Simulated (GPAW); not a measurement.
# PbSe (Clausthalite) (Fm-3m) in GPAW: settings compared

One crystal, PbSe (Clausthalite), is run at these levels: revTPSS, revPBE+D3(BJ); tasks: band structure, equation of state.

Program: GPAW 26.7.0. These are calculated values, not measurements. Logs are shortened: lines on timing, memory, paths and dates and some standing lists are left out, and cuts for length are marked. The log counts tension as positive stress, the text compression.

**Measured values to compare with.**

A printed reference work, monograph reports, for a bulk crystal of PbSe at 4.2 K: band gap 0.15 eV (direct).

How close the calculation comes is told below.

### Step 1. The crystal as given

The structure is cubic, space group Fm-3m (No. 225). Conventional cell: a = 6.121 Å, b = 6.121 Å, c = 6.121 Å, α = 90.00°, β = 90.00°, γ = 90.00°. Around Pb (site symmetry m-3m) lie 6 Se at 3.06 Å. Around Se (site symmetry m-3m) lie 6 Pb at 3.06 Å.

### Step 2. Band structure, revTPSS, spin-orbit coupling, no magnetisation

run.py reads:

```python
import numpy as np
from ase import Atoms
from ase.dft.bandgap import bandgap
from ase.io import write
from ase.units import GPa
from gpaw import GPAW, PW
from gpaw.spinorbit import soc_eigenstates

atoms = Atoms(['Pb', 'Se'],
              cell=[[0.0, 3.06065, 3.06065],
                    [3.06065, 0.0, 3.06065],
                    [3.06065, 3.06065, 0.0]],
              scaled_positions=[[0.0, 0.0, 0.0],
                                [0.5, 0.5, 0.5]],
              pbc=True)

calc = GPAW(mode=PW(600),
            xc='MGGA_X_REVTPSS+MGGA_C_REVTPSS',
            kpts={'size': (6, 6, 6), 'gamma': True},
            occupations={'name': 'fermi-dirac', 'width': 0.05},
            nbands=19,
            convergence={'density': 1e-05, 'energy': 1e-05},
            eigensolver='davidson',
            maxiter=150,
            txt='gpaw.txt')
atoms.calc = calc
energy = atoms.get_potential_energy()
forces = atoms.get_forces()
stress = atoms.get_stress()
calc.write('gs.gpw')
write('result.traj', atoms)
print(f'Energy: {energy:.6f} eV')
print('Forces (eV/A):')
print(forces.round(4))
print('Stress (GPa):', (stress / GPa).round(3))
print('Fermi level:', round(calc.get_fermi_level(), 4), 'eV')
print(f'Gap: {bandgap(calc)[0]:.4f} eV, direct: {bandgap(calc, direct=True)[0]:.4f} eV')

path = atoms.cell.bandpath('GXWKGLUWLK,UX', npoints=60, eps=1e-4)
bs_calc = calc.fixed_density(kpts=path, symmetry='off', nbands=31,
                             convergence={'bands': 'CBM+6.0', 'eigenstates': 1e-6}, txt='bands.txt')
bs = bs_calc.band_structure()
bs.write('bs.json')
print(f'Gap on the path: {bandgap(bs_calc)[0]:.4f} eV')

soc = soc_eigenstates(bs_calc, theta=0, phi=0, ignore_xc_potential=True)
np.savetxt('soc_bands.dat', soc.eigenvalues(), fmt='%.4f')
mesh = soc_eigenstates('gs.gpw', theta=0, phi=0, ignore_xc_potential=True)
np.savetxt('soc_mesh.dat', mesh.eigenvalues(), fmt='%.4f')
print('Fermi level with spin-orbit coupling:', round(mesh.fermi_level, 4), 'eV')
```

Potentials or basis: GPAW PAW data sets (gpaw-data 1.2.1), pw.

Command:

```console
$ OMP_NUM_THREADS=1 python run.py
```

gpaw.txt:

```text
__  _  _
 | _ |_)|_||  |
 |__||  | ||/\| - 26.7.0

Input parameters:
  mode=PW(ecut=600.0),
  convergence={'density': 1e-05, 'energy': 1e-05},
  eigensolver=Davidson(niter=2),
  kpts=MonkhorstPack(size=(6, 6, 6), gamma=True),
  maxiter=150,
  nbands=19,
  occupations=Occupations(name='fermi-dirac', width=0.05),
  xc=XC(name='MGGA_X_REVTPSS+MGGA_C_REVTPSS')

Diagonalizing LCAO Hamiltonian
Converting LCAO to pw mode

                Se

       Pb

Atoms  # Å, Bohr magnetons
|   | symbol |        x |        y |        z |    initial magnetic moments |
|---|--------|----------|----------|----------|-----------------------------|
| 0 |     Pb | 0.000000 | 0.000000 | 0.000000 | ( 0.0000,  0.0000,  0.0000) |
| 1 |     Se | 3.060650 | 3.060650 | 3.060650 | ( 0.0000,  0.0000,  0.0000) |

Unit cell  # Å
| periodic |        x |        y |        z |  lengths |    angles |
|----------|----------|----------|----------|----------|-----------|
|      yes | 0.000000 | 3.060650 | 3.060650 | 4.328413 | 60.000000 |
|      yes | 3.060650 | 0.000000 | 3.060650 | 4.328413 | 60.000000 |
|      yes | 3.060650 | 3.060650 | 0.000000 | 4.328413 | 60.000000 |

Number of symmetries: 48
Symmetry operations  # r_c * U_cc + t_c -> r_c
|    | kind |            matrix            |
|----|------|------------------------------|
|  0 |  σ   |  1, 0, 0,  1, 0,-1,  1,-1, 0 |
|  1 |  C2  |  1, 0, 0,  1,-1, 0,  1, 0,-1 |
|  2 |  E   |  1, 0, 0,  0, 1, 0,  0, 0, 1 |
|  3 |  σ   |  1, 0, 0,  0, 0, 1,  0, 1, 0 |
|  4 |  C4  |  1, 0,-1,  1, 0, 0,  1,-1, 0 |
|  5 |  S6  |  1, 0,-1,  1,-1, 0,  1, 0, 0 |
|  6 |  σ   |  1, 0,-1,  0, 1,-1,  0, 0,-1 |
|  7 |  C3  |  1, 0,-1,  0, 0,-1,  0, 1,-1 |
|  8 |  S6  |  1,-1, 0,  1, 0, 0,  1, 0,-1 |
|  9 |  C4  |  1,-1, 0,  1, 0,-1,  1, 0, 0 |
| 10 |  C3  |  1,-1, 0,  0,-1, 1,  0,-1, 0 |
| 11 |  σ   |  1,-1, 0,  0,-1, 0,  0,-1, 1 |
| 12 |  σ   |  0, 1, 0,  1, 0, 0,  0, 0, 1 |
| 13 |  C4  |  0, 1, 0,  0, 1,-1, -1, 1, 0 |
| 14 |  C3  |  0, 1, 0,  0, 0, 1,  1, 0, 0 |
| 15 |  S6  |  0, 1, 0, -1, 1, 0,  0, 1,-1 |
| 16 |  C2  |  0, 1,-1,  1, 0,-1,  0, 0,-1 |
| 17 |  σ   |  0, 1,-1,  0, 1, 0, -1, 1, 0 |
| 18 |  S4  |  0, 1,-1,  0, 0,-1,  1, 0,-1 |
| 19 |  C4  |  0, 1,-1, -1, 1, 0,  0, 1, 0 |
| 20 |  C3  |  0, 0, 1,  1, 0, 0,  0, 1, 0 |
| 21 |  σ   |  0, 0, 1,  0, 1, 0,  1, 0, 0 |
| 22 |  S6  |  0, 0, 1,  0,-1, 1, -1, 0, 1 |
| 23 |  C4  |  0, 0, 1, -1, 0, 1,  0,-1, 1 |
| 24 |  S4  |  0, 0,-1,  1, 0,-1,  0, 1,-1 |
| 25 |  C3  |  0, 0,-1,  0, 1,-1,  1, 0,-1 |
| 26 |  C2  |  0, 0,-1,  0,-1, 0, -1, 0, 0 |
| 27 |  S6  |  0, 0,-1, -1, 0, 0,  0,-1, 0 |
| 28 |  S4  |  0,-1, 1,  1,-1, 0,  0,-1, 0 |
| 29 |  C4  |  0,-1, 1,  0, 0, 1, -1, 0, 1 |
| 30 |  C2  |  0,-1, 1,  0,-1, 0,  1,-1, 0 |
| 31 |  σ   |  0,-1, 1, -1, 0, 1,  0, 0, 1 |
| 32 |  C3  |  0,-1, 0,  1,-1, 0,  0,-1, 1 |
| 33 |  S6  |  0,-1, 0,  0, 0,-1, -1, 0, 0 |
| 34 |  S4  |  0,-1, 0,  0,-1, 1,  1,-1, 0 |
| 35 |  C2  |  0,-1, 0, -1, 0, 0,  0, 0,-1 |
| 36 |  C2  | -1, 1, 0,  0, 1, 0,  0, 1,-1 |
| 37 |  S6  | -1, 1, 0,  0, 1,-1,  0, 1, 0 |
| 38 |  S4  | -1, 1, 0, -1, 0, 1, -1, 0, 0 |
| 39 |  C3  | -1, 1, 0, -1, 0, 0, -1, 0, 1 |
| 40 |  S6  | -1, 0, 1,  0, 0, 1,  0,-1, 1 |
| 41 |  C2  | -1, 0, 1,  0,-1, 1,  0, 0, 1 |
| 42 |  C3  | -1, 0, 1, -1, 1, 0, -1, 0, 0 |
| 43 |  S4  | -1, 0, 1, -1, 0, 0, -1, 1, 0 |
| 44 |  C2  | -1, 0, 0,  0, 0,-1,  0,-1, 0 |
| 45 |  i   | -1, 0, 0,  0,-1, 0,  0, 0,-1 |
| 46 |  σ   | -1, 0, 0, -1, 1, 0, -1, 0, 1 |
| 47 |  C2  | -1, 0, 0, -1, 0, 1, -1, 1, 0 |

BZ-sampling:
  Number of BZ points: 216
  Number of IBZ points: 16

  Monkhorst-Pack size: [6, 6, 6]
  Monkhorst-Pack shift: [0.08333333333333333, 0.08333333333333333, 0.08333333333333333]

K-points  # in reciprocal-cell coordinates
|     |                                coordinates |     weight |
|-----|--------------------------------------------|------------|
|   0 | (  0.00000000,   0.00000000,   0.00000000) | 0.00462963 |
|   1 | (  0.16666667,   0.16666667,   0.00000000) | 0.02777778 |
|   2 | (  0.16666667,   0.16666667,   0.16666667) | 0.03703704 |
|   3 | (  0.33333333,   0.16666667,   0.16666667) | 0.05555556 |
|   4 | (  0.33333333,   0.33333333,  -0.33333333) | 0.05555556 |
|   5 | (  0.33333333,   0.33333333,   0.00000000) | 0.02777778 |
|   6 | (  0.33333333,   0.33333333,   0.16666667) | 0.11111111 |
|   7 | (  0.33333333,   0.33333333,   0.33333333) | 0.03703704 |
|   8 | (  0.50000000,   0.33333333,  -0.33333333) | 0.11111111 |
|   9 | (  0.50000000,   0.33333333,  -0.16666667) | 0.05555556 |
| ... |                                            |            |
|  15 | (  0.50000000,   0.50000000,   0.50000000) | 0.01851852 |

Plane wave coefficients: 1936
Cutoff: 600.0 eV

Spin-components: 1 (collinear spins)
Bands:           19
Projectors:      11
Spin-degeneracy: 2
Datatype:        complex128

Parallelization:
  kpt:    1
  domain: 1
  band:   1

Density:
  Valence electrons: 20.0
  Components: 1
  Grid points: [25 25 25]
  Charge: 0.0  # |e|

Potential:
  Grid points: [25 25 25]

species:
  Pb:
    name:    Lead
    Z:       82.0
    valence: 14
    core:    68
    charge:  0.0  # [|e|]
    compensation charges:
      type: gauss
      rc: 0.38  # [Å]
      lmax: 2
    cutoffs:
      filter: 2.36  # [Å]
      core: 2.43  # [Å]
    projectors
    | kind |    occ | energy [eV] | rcut [Å] |
    |------|--------|-------------|----------|
    |   6s |  2.000 |     -11.969 |    1.259 |
    |   6p |  2.000 |      -3.506 |    1.275 |
    |   5d | 10.000 |     -21.211 |    1.217 |
    |    s |        |      15.243 |    1.259 |
    |    p |        |      23.705 |    1.275 |
    |    d |        |       6.001 |    1.217 |

    Using partial waves for Pb as LCAO basis

  Se:
    name:    Selenium
    Z:       34.0
    valence: 6
    core:    28
    charge:  0.0  # [|e|]
    compensation charges:
      type: gauss
      rc: 0.27  # [Å]
      lmax: 2
    cutoffs:
      filter: 1.77  # [Å]
      core: 2.67  # [Å]
    projectors
    | kind |    occ | energy [eV] | rcut [Å] |
    |------|--------|-------------|----------|
    |   4s |  2.000 |     -17.277 |    0.847 |
    |   4p |  4.000 |      -6.512 |    1.005 |
    |    s |        |       9.935 |    0.847 |
    |    p |        |      20.699 |    1.005 |
    |    d |        |       0.000 |    0.847 |

    Using partial waves for Se as LCAO basis

Reference energy: -633377.995495  # eV

eigensolver:
  Davidson
  Converge bands: occupied
  niter=2

density mixing:
  MSR1-Mixer
  Pratt-step length: 0.05
  Maximum mixing coefficient: 0.75
  Old densities: 10
  SVD Regularization: 0.005
  Good broyden scale: 1.0
  Trust region scale: 1.0
  Backstep threshold: 4.0
  History deletion threshold: 6.0
  Fourier metric: weight=20.0, sigma=0.015

occupation numbers:
  Fermi-Dirac:
    width: 0.0500  # eV

poisson solver:
  ecut: 4800.0  # eV

xc functional:
  name: MGGA_X_REVTPSS+MGGA_C_REVTPSS with 2 nearest neighbor stencil

convergence criteria:
- Maximum integral of absolute [dens]ity change: 1e-05 electrons / valence electron
- Maximum [total energy] change in last 3 cyles: 1e-05 eV / valence electron
- Maximum integral of absolute [eigenst]ate change: 4e-08 eV^2 / valence electron
maximum number of iterations: 150

SCF iterations
|iter     | |      energy | eigst |  dens |
|---------|-|-------------|-------|-------|
|iter:   1| |-2713423.474247 |+10.33 |       |
|iter:   2| |   65.134242 | +2.24 | +0.13 |
|iter:   3| |   62.304424 | +0.30 | -0.98 |
|iter:   4| |   62.605433 | -1.07 | -0.90 |
|iter:   5| |   63.149373 | -1.91 | -0.93 |
|iter:   6| |   63.455127 | -1.81 | -1.07 |
|iter:   7| |   63.483400 | -2.24 | -1.32 |
|iter:   8| |   63.444654 | -3.24 | -1.44 |
|iter:   9| |   63.415087 | -2.32 | -1.48 |
|iter:  10| |   63.340419 | -2.42 | -1.72 |
|iter:  11| |   63.340283 | -3.64 | -2.15 |
|iter:  12| |   63.341881 | -3.69 | -2.22 |
|iter:  13| |   63.341716 | -4.31 | -2.68 |
|iter:  14| |   63.341648 | -4.84 | -3.00 |
|iter:  15| |   63.341645c| -5.96 | -3.77 |
|iter:  16| |   63.341645c| -6.91 | -4.36 |
|iter:  17| |   63.341645c| -7.63c| -4.87 |
|iter:  18| |   63.341645c| -8.40c| -5.47c|

Converged in 18 steps
Energy contributions relative to reference atoms: (reference = -633377.995495)

Energy contributions:
  Kinetic:          18.854583
  Coulomb:         -19.460197
  Zero:              0.230718
  External:          0.000000
  Xc:               63.717015
  Entropy:          -0.000950
  Spinorbit:         0.000000
  ----------------------------
  Free energy:      63.341171
  Extrapolated:     63.341645

dipole moment: (-25.919768, -25.919768, -25.919768)  # |e|*Ang

Fermi level: 6.148
Eigenvalues  # (at kpt = [0.000, 0.000, 0.000])
| band index |      eig [eV] | occ [0-2] |
|------------|---------------|-----------|
|          0 |       -10.921 |     2.000 |
|        ... |               |           |
|          2 |       -10.921 |     2.000 |
|          3 |       -10.911 |     2.000 |
|          4 |       -10.911 |     2.000 |
|          5 |        -7.775 |     2.000 |
|          6 |        -0.166 |     2.000 |
|          7 |         4.089 |     2.000 |
[... 9 lines left out ...]
|         17 |        14.295 |     0.000 |
|         18 |        15.224 |     0.000 |

Gap: 0.257 eV
Transition (v -> c):
  (s=0, k=15, n=9, [0.50, 0.50, 0.50]) -> (s=0, k=15, n=10, [0.50, 0.50, 0.50])
No difference between direct/indirect transitions

Forces  # eV/Ang
|        x |       y |       z |
|----------|---------|---------|
|  0.00000 | 0.00000 | 0.00000 |  # Pb   0
| -0.00000 | 0.00000 | 0.00000 |  # Se   1

Stress tensor  # eV/Ang^3
|         x |         y |         z |
|-----------|-----------|-----------|
| -0.003988 | -0.000000 | -0.000000 |
| -0.000000 | -0.003988 | -0.000000 |
| -0.000000 | -0.000000 | -0.003988 |

# Writing to gs.gpw (mode='')
```

It took 2 min on 1 thread of Arm Neoverse V2, shared host; peak memory 0.42 GiB.

Results:

| Property | Result |
| --- | --- |
| Free energy | 63.3412 eV |
| Pressure | 0.6 GPa |
| Band gap on the k mesh | 0.32 eV, direct |
| Band gap along the path | 0.38 eV, direct |

Levels at the corners of the path, in eV from the valence-band top:
```csv
point,band 18,band 19,band 20,band 21,band 22,band 23
Γ,-1.34,-1.34,-1.34,3.23,3.23,6.15
X,-3.25,-2.69,-2.69,3.89,3.89,4.81
W,-3.87,-0.46,-0.46,2.09,2.09,5.22
K,-2.59,-1.98,-1.98,3.30,3.30,4.57
Γ,-1.34,-1.34,-1.34,3.23,3.23,6.15
L,-1.07,0.00,0.00,0.38,0.38,1.81
U,-2.59,-1.98,-1.98,3.30,3.30,4.57
W,-3.87,-0.46,-0.46,2.09,2.09,5.22
L,-1.07,0.00,0.00,0.38,0.38,1.81
K,-2.59,-1.98,-1.98,3.30,3.30,4.57
U,-2.59,-1.98,-1.98,3.30,3.30,4.57
X,-3.25,-2.69,-2.69,3.89,3.89,4.81
```

Caveat: spin-orbit coupling was added after a scalar SCF, so levels and gaps hold it while energy, forces, pressure and moments don't; this program's spin-orbit splittings come out too wide for heavy elements; the PAW data sets were made with another functional, which shifts forces and pressure a little.

(Part 1 of 2 ends here.)
